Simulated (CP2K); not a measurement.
# InAs (F-43m) in CP2K: density of states with RPBE+D3(BJ)

Aim: the density of states of InAs with RPBE+D3(BJ).

Everything below comes from runs of CP2K 2026.2. Logs are shortened: lines on timing, memory, paths and dates and some standing lists are left out, and cuts for length are marked.

**Measured values to compare with.**

From a printed reference work, data compilation, for a bulk crystal of InAs at 4.2 K: band gap 0.418 eV (direct).

The runs below are set against these values where they give the same quantity.

## (1) The structure

It takes space group F-43m (No. 216, cubic). The conventional cell has a = 6.036 Å, b = 6.036 Å, c = 6.036 Å, α = 90.00°, β = 90.00°, γ = 90.00°. Around In (site symmetry -43m) lie 4 As at 2.61 Å. As (site symmetry -43m) has 4 In at 2.61 Å as nearest neighbours.

## (2) Density of states, RPBE+D3(BJ)

File inas_dos.inp:

```
&GLOBAL
  PROJECT inas_dos
  RUN_TYPE ENERGY_FORCE
  PRINT_LEVEL LOW
&END GLOBAL
&FORCE_EVAL
  METHOD QS
  STRESS_TENSOR ANALYTICAL
  &DFT
    BASIS_SET_FILE_NAME BASIS_MOLOPT_UZH
    POTENTIAL_FILE_NAME POTENTIAL_UZH
    &MGRID
      CUTOFF 450
      REL_CUTOFF 60
      NGRIDS 5
    &END MGRID
    &QS
      METHOD GPW
      EPS_DEFAULT 1.0E-10
    &END QS
    &KPOINTS
      SCHEME MONKHORST-PACK 8 8 8
      GAMMA_CENTERED T
      SYMMETRY T
      SYMMETRY_BACKEND SPGLIB
    &END KPOINTS
    &SCF
      SCF_GUESS ATOMIC
      EPS_SCF 1.0E-6
      MAX_SCF 100
      ADDED_MOS 10
      CHOLESKY OFF
      EPS_EIGVAL 1.0E-7
      &DIAGONALIZATION ON
        ALGORITHM STANDARD
      &END DIAGONALIZATION
      &MIXING ON
        METHOD BROYDEN_MIXING
        ALPHA 0.4
        BETA 1.5
        NBUFFER 8
      &END MIXING
      &SMEAR ON
        METHOD FERMI_DIRAC
        ELECTRONIC_TEMPERATURE [K] 1160.452
      &END SMEAR
    &END SCF
    &XC
      &XC_FUNCTIONAL
        &GGA_X_RPBE
        &END GGA_X_RPBE
        &GGA_C_PBE
        &END GGA_C_PBE
      &END XC_FUNCTIONAL
      &VDW_POTENTIAL
        POTENTIAL_TYPE PAIR_POTENTIAL
        &PAIR_POTENTIAL
          TYPE DFTD3(BJ)
          REFERENCE_FUNCTIONAL RPBE
          PARAMETER_FILE_NAME dftd3.dat
          R_CUTOFF 20
          D3_REFERENCE_CODE T
        &END PAIR_POTENTIAL
      &END VDW_POTENTIAL
    &END XC
    &PRINT
      &KPOINTS ON
      &END KPOINTS
      &MULLIKEN ON
      &END MULLIKEN
      &MO ON
        ENERGIES T
        OCCUPATION_NUMBERS T
        &EACH
          QS_SCF 0
        &END EACH
        ADD_LAST NUMERIC
      &END MO
      &E_DENSITY_CUBE ON
        STRIDE 1
      &END E_DENSITY_CUBE
      &V_HARTREE_CUBE ON
        STRIDE 1
      &END V_HARTREE_CUBE
      &ELF_CUBE ON
        STRIDE 1
      &END ELF_CUBE
      &DOS ON
        &CURVE
          ENERGY_UNIT EV
          ENERGY_ZERO ABSOLUTE
          &BROADEN
            TYPE GAUSSIAN
            WIDTH [eV] 0.15
          &END BROADEN
        &END CURVE
        DELTA_E 0.001837
      &END DOS
    &END PRINT
  &END DFT
  &SUBSYS
    &CELL
      A 4.2680965312 0.0000000000 0.0000000000
      B 2.1340482656 3.6962800219 0.0000000000
      C 2.1340482656 1.2320933406 3.4848862248
      PERIODIC XYZ
    &END CELL
    &COORD
      SCALED
      In  0.0000000000 0.0000000000 0.0000000000
      As  0.7500000000 0.7500000000 0.7500000000
    &END COORD
    &KIND In
      BASIS_SET TZVP-MOLOPT-PBE-GTH-q13
      POTENTIAL GTH-PBE-q13
    &END KIND
    &KIND As
      BASIS_SET TZVP-MOLOPT-PBE-GTH-q5
      POTENTIAL GTH-PBE-q5
    &END KIND
    &PRINT
      &ATOMIC_COORDINATES ON
      &END ATOMIC_COORDINATES
      &CELL ON
      &END CELL
    &END PRINT
  &END SUBSYS
  &PRINT
    &FORCES ON
    &END FORCES
    &STRESS_TENSOR ON
    &END STRESS_TENSOR
  &END PRINT
&END FORCE_EVAL
```

Potentials or basis: POTENTIAL_UZH In GTH-PBE-q13, As GTH-PBE-q5; TZVP-MOLOPT-PBE-GTH basis.

The run is started by

```console
$ OMP_NUM_THREADS=1 cp2k.psmp -i inas_dos.inp -o inas_dos.out
```

inas_dos.out:

```text

 CP2K| version string:                                       CP2K version 2026.2
 CP2K| Input file name                                              inas_dos.inp

 GLOBAL| Force Environment number                                              1
 GLOBAL| Basis set file name                                    BASIS_MOLOPT_UZH
 GLOBAL| Potential file name                                       POTENTIAL_UZH
 GLOBAL| MM Potential file name                                     MM_POTENTIAL
 GLOBAL| Coordinate file name                                      __STD_INPUT__
 GLOBAL| Method name                                                        CP2K
 GLOBAL| Project name                                                   inas_dos
 GLOBAL| Run type                                                   ENERGY_FORCE
 GLOBAL| FFT library                                                       FFTW3
[... 8 lines left out ...]
 GLOBAL| CPU model name                                                  UNKNOWN

 CELL| Volume [angstrom^3]:                                            54.977844
 CELL| Vector a [angstrom]:       4.268     0.000     0.000   |a| =     4.268097
 CELL| Vector b [angstrom]:       2.134     3.696     0.000   |b| =     4.268097
 CELL| Vector c [angstrom]:       2.134     1.232     3.485   |c| =     4.268097
 CELL| Angle (b,c), alpha [degree]:                                    60.000000
 CELL| Angle (a,c), beta  [degree]:                                    60.000000
 CELL| Angle (a,b), gamma [degree]:                                    60.000000
 CELL| Numerically orthorhombic:                                              NO
 CELL| Periodicity                                                           XYZ

 CELL_REF| Volume [angstrom^3]:                                        54.977844
 CELL_REF| Vector a [angstrom     4.268     0.000     0.000   |a| =     4.268097
 CELL_REF| Vector b [angstrom     2.134     3.696     0.000   |b| =     4.268097
 CELL_REF| Vector c [angstrom     2.134     1.232     3.485   |c| =     4.268097
 CELL_REF| Angle (b,c), alpha [degree]:                                60.000000
 CELL_REF| Angle (a,c), beta  [degree]:                                60.000000
 CELL_REF| Angle (a,b), gamma [degree]:                                60.000000
 CELL_REF| Numerically orthorhombic:                                          NO
 CELL_REF| Periodicity                                                       XYZ
[... 10 lines left out ...]

  Total number of            - Atomic kinds:                                   2
                             - Atoms:                                          2
                             - Shell sets:                                     2
                             - Shells:                                        17
                             - Primitive Cartesian functions:                 10
                             - Cartesian basis functions:                     58
                             - Spherical basis functions:                     51

  Maximum angular momentum of- Orbital basis functions:                        3
                             - Local part of the GTH pseudopotential:          0
                             - Non-local part of the GTH pseudopotential:      4

 MODULE QUICKSTEP: ATOMIC COORDINATES IN ANGSTROM

   Atom Kind Element         X             Y             Z       Z(eff)     Mass
      1    1 In   49      0.000000      0.000000      0.000000  13.0000 114.8180
      2    2 As   33      6.402145      3.696280      2.613665   5.0000  74.9216

 SCF PARAMETERS         Density guess:                                    ATOMIC
[... 9 lines left out ...]
                        --------------------------------------------------------
                        level_shift [a.u.]:                             0.000000
                        added MOs                                        10    0
                        --------------------------------------------------------
                        Mixing method:                            BROYDEN_MIXING
                                                charge density mixing in g-space
                        --------------------------------------------------------
                        Smear method:                                FERMI_DIRAC
                        Electronic temperature [K]:                       1160.5
                        Electronic temperature [a.u.]:                  3.67E-03
                        Accuracy threshold:                             1.00E-10
                        --------------------------------------------------------
                        No outer SCF

 *******************************************************************************
                                    Kpoints
 *******************************************************************************
 BRILLOUIN| K-point scheme                                        Monkhorst-Pack
 BRILLOUIN| K-Point grid                                             8    8    8
 BRILLOUIN| Gamma-centered k-point mesh                                     ON
 BRILLOUIN| K-point symmetry accuracy                               0.100000E-05
 BRILLOUIN| K-Point point group symmetrization                                ON
 BRILLOUIN| Symmetry backend                                             SPGLIB
 BRILLOUIN| Symmetry reduction method                                    SPGLIB
 BRILLOUIN| Wavefunction type                                            COMPLEX
 BRILLOUIN| List of Kpoints [2 Pi/Bohr]                                       29
 BRILLOUIN| Number           Weight            X              Y              Z
 BRILLOUIN|     1           0.01562       -0.37500       -0.37500       -0.37500
 BRILLOUIN|     2           0.04688       -0.37500       -0.37500       -0.25000
 BRILLOUIN|     3           0.04688       -0.37500       -0.37500       -0.12500
 BRILLOUIN|     4           0.01172       -0.37500       -0.37500        0.00000
 BRILLOUIN|     5           0.04688       -0.37500       -0.37500        0.12500
 BRILLOUIN|     6           0.02344       -0.37500       -0.37500        0.25000
[... 21 lines left out ...]
 BRILLOUIN|    28           0.00781        0.00000        0.00000        0.50000
 BRILLOUIN|    29           0.00586        0.00000        0.50000        0.50000
 *******************************************************************************

 Extrapolation method: initial_guess

 Number of electrons:                                                         18
 Number of occupied orbitals:                                                  9
 Number of molecular orbitals:                                                19

 Number of orbital functions:                                                 51
 Number of independent orbital functions:                                     51

 SCF WAVEFUNCTION OPTIMIZATION

  Step     Update method      Time    Convergence         Total energy    Change
  ------------------------------------------------------------------------------
     1 NoMix/Diag. 0.40E+00    3.0     1.11844318       -62.8760882531 -6.29E+01
     2 Broy./Diag. 0.40E+00    2.9     0.04556165       -62.7645780383  1.12E-01
     3 Broy./Diag. 0.40E+00    3.1     0.11973919       -62.7620238882  2.55E-03
     4 Broy./Diag. 0.40E+00    3.1     0.01643130       -62.7624631570 -4.39E-04
     5 Broy./Diag. 0.40E+00    3.0     0.01100697       -62.7742653500 -1.18E-02
     6 Broy./Diag. 0.40E+00    2.9     0.00456387       -62.7785696163 -4.30E-03
     7 Broy./Diag. 0.40E+00    2.9     0.00082702       -62.7855185405 -6.95E-03
     8 Broy./Diag. 0.40E+00    3.1     0.00141253       -62.7884531719 -2.93E-03
     9 Broy./Diag. 0.40E+00    3.2     0.00008698       -62.7896543850 -1.20E-03
    10 Broy./Diag. 0.40E+00    3.2     0.00004667       -62.7895389499  1.15E-04
    11 Broy./Diag. 0.40E+00    3.2     0.00007267       -62.7894871999  5.18E-05
    12 Broy./Diag. 0.40E+00    3.1     0.00002579       -62.7894973963 -1.02E-05
    13 Broy./Diag. 0.40E+00    3.0     0.00003557       -62.7894513942  4.60E-05
    14 Broy./Diag. 0.40E+00    3.0     0.00000405       -62.7894318083  1.96E-05
    15 Broy./Diag. 0.40E+00    3.0     0.00000405       -62.7894348478 -3.04E-06
    16 Broy./Diag. 0.40E+00    3.0     0.00000114       -62.7894349814 -1.34E-07
    17 Broy./Diag. 0.40E+00    3.0     0.00000035       -62.7894342150  7.66E-07

  *** SCF run converged in    17 steps ***

  Electronic density on regular grids:        -17.9999999975        0.0000000025
  Core density on regular grids:               17.9999999975       -0.0000000025
  Total charge density on r-space grids:       -0.0000000000
  Total charge density g-space grids:          -0.0000000000

  Overlap energy of the core charge distribution:               0.00000000155519
  Self energy of the core charge distribution:               -103.50942136637683
  Core Hamiltonian energy:                                     31.30757379049132
  Hartree energy:                                              18.61929143046640
  Exchange-correlation energy:                                 -9.09535818364822
  Dispersion energy:                                           -0.11145954029233
  Electronic entropic energy:                                  -0.00006034715040
  Fermi energy:                                                 0.17456002461525

  Total energy:                                               -62.78943421495402
  Total energy (extrapolated to T->0):                        -62.78940404137882

 MO| EIGENVALUES AND OCCUPATION NUMBERS FOR K POINT 1
 MO|
 MO|  Index      Eigenvalue [a.u.]        Eigenvalue [eV]             Occupation
 MO|      1              -0.370285             -10.075957               2.000000
 MO|      2              -0.365543              -9.946934               2.000000
 MO|      3              -0.365543              -9.946933               2.000000
 MO|      4              -0.361681              -9.841840               2.000000
 MO|      5              -0.361681              -9.841838               2.000000
 MO|      6              -0.226552              -6.164788               2.000000
[... 11 lines left out ...]
 MO|     18               0.721953              19.645340               0.000000
[... 311 lines left out ...]
 MO|      5              -0.361514              -9.837309               2.000000
 MO|      6              -0.215429              -5.862112               2.000000
[... 11 lines left out ...]
 MO|     18               0.725328              19.737184               0.000000
 MO|     19               0.754715              20.536840               0.000000
 MO| Sum:                                                              18.000000
 MO| E(Fermi):            0.174560 a.u.          4.750020 eV

 [... the levels of further k-points ...]

   Calculate DOS at iteration step                                   0
   Using a  8  8  8 MONKHORST-PACK grid

   Calculate DOS at iteration step                                   0
   Using a  8  8  8 MONKHORST-PACK grid

 The electron density is written in Cube    file format to the file:

 inas_dos-ELECTRON_DENSITY-1_0.cube

 !-----------------------------------------------------------------------------!
                     Mulliken Population Analysis

 #  Atom  Element  Kind  Atomic population                           Net charge
       1     In       1         12.770894                              0.229106
       2     As       2          5.229106                             -0.229106
 # Total charge                             18.000000                  0.000000

 !-----------------------------------------------------------------------------!

               ----- ELF is computed on the real space grid -----

 ELF is written in Cube    file format to the file:

 inas_dos-ELF_S1-1_0.cube

 ENERGY| Total FORCE_EVAL ( QS ) energy [hartree]            -62.789433993195694

 FORCES| Atomic forces [hartree/bohr]
 FORCES|   Atom     x               y               z               |f|
 FORCES|      1  7.51405986E-10  1.71559273E-08  2.79718360E-08   3.28224628E-08
 FORCES|      2 -2.55479142E-09 -1.81931463E-08 -2.86943070E-08   3.40717006E-08
 FORCES| Sum    -1.80338543E-09 -1.03721900E-09 -7.22470980E-10
 FORCES| Total atomic force                                       2.20226851E-09

 STRESS| Analytical stress tensor [bar]
 STRESS|                        x                   y                   z
 STRESS|      x       -3.97308560193E+04  -3.34226578088E-01  -2.30359639388E-01
 STRESS|      y       -3.34226578088E-01  -3.97303819386E+04  -9.15070454699E-02
 STRESS|      z       -2.30359639388E-01  -9.15070454699E-02  -3.97302078323E+04
 STRESS| 1/3 Trace                                            -3.97304819301E+04
 STRESS| Determinant                                          -6.27150104739E+13

 STRESS| Eigenvectors and eigenvalues of the analytical stress tensor [bar]
 STRESS|                        1                   2                   3
 STRESS| Eigenvalues  -3.97310971912E+04  -3.97302163958E+04  -3.97301322032E+04
 STRESS|      x           0.859394090065     -0.363364680899     -0.359733104727
 STRESS|      y           0.435796768993      0.888511304117      0.143627429802
 STRESS|      z           0.267437794817     -0.280203089083      0.921934517616
```

It took 67 s on 1 thread of Arm Neoverse V2, shared host; peak memory 0.37 GiB.

What came out:

```
Free energy            : -1708.5874 eV
Pressure               : -4.0 GPa
Band gap on the k mesh : none (metal or under the smearing width)
Mulliken charges       : In +0.23; As -0.23 e
```

Levels at points of the mesh, in eV from the Fermi level:
| k point | band 5 | band 6 | band 7 | band 8 | band 9 | band 10 | band 11 | band 12 | band 13 | band 14 |
| --- | --- | --- | --- | --- | --- | --- | --- | --- | --- | --- |
| (0.00, 0.00, 0.00) | -14.60 | -12.08 | -0.29 | -0.18 | -0.18 | -0.18 | 3.79 | 3.79 | 3.79 | 8.16 |
| (0.00, 0.00, 0.50) | -14.59 | -10.62 | -5.94 | -1.18 | -1.18 | 0.85 | 4.60 | 4.60 | 7.00 | 9.56 |
| (0.00, 0.50, 0.50) | -14.57 | -10.07 | -6.02 | -2.51 | -2.51 | 1.48 | 1.97 | 9.26 | 9.26 | 9.27 |

States per cell in windows of 1 eV (zero at the Fermi level; states under -8 eV left out):
```tsv
from (eV)	total
-8.0	0.00
-7.0	0.04
-6.0	1.35
-5.0	0.36
-4.0	0.71
-3.0	1.71
-2.0	1.50
-1.0	0.33
0.0	0.07
1.0	0.65
2.0	1.50
3.0	0.72
4.0	1.57
5.0	1.68
6.0	0.93
7.0	1.06
```

Caveat: Mulliken charges move with the basis; the potentials were made for another functional, which shifts forces and pressure; the basis of atomic orbitals isn't converged, which shifts pressures, moduli and gaps; pairwise dispersion overbinds metals, which lowers pressure and volume.

## (3) Against experiment

Step 2. Measured gap of InAs: 0.418 eV (direct; 4.2 K; a printed reference work, data compilation). This calculation gives 0.00 eV (-0.42 eV). Spin-orbit coupling on As, In is left out. The value is that of RPBE+D3(BJ) in an atomic basis (POTENTIAL_UZH In GTH-PBE-q13, As GTH-PBE-q5; TZVP-MOLOPT-PBE-GTH basis), whose error adds to the functional's, on a finite k mesh, which can miss the band edges, without temperature or zero-point motion. Semilocal functionals fall short of measured gaps as a rule.
